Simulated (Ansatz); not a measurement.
# hcp against bcc along groups 8 to 10

These are results of DFT, r2SCAN, plane waves (500 eV) with PAW, scalar-relativistic in Ansatz, not measurements. The PAW files were generated under PBE, with cores re-solved for the functional.

Each structure is relaxed within its symmetry, in the lowest magnetic state of the tried starts. Differences under about 8 meV lie within the error of the k-point mesh.

```
element  E(hcp) − E(bcc) (meV/atom)  V(hcp) (Å³/atom)  V(bcc) (Å³/atom)       state of hcp       state of bcc
     Fe                         167             12.23             11.81      ferromagnetic      ferromagnetic
     Ru                        -544             13.49             14.40       non-magnetic      ferromagnetic
     Os                        -933             14.02             14.49  spin not included  spin not included
     Co                          37             10.65             10.96      ferromagnetic      ferromagnetic
     Rh                        -283             13.77             14.30       non-magnetic      ferromagnetic
     Ir                        -537             14.27             14.80       non-magnetic      ferromagnetic
     Pd                         -20             15.04             15.06      ferromagnetic  spin not included
     Pt                         -26             15.42             15.48  spin not included       non-magnetic
```
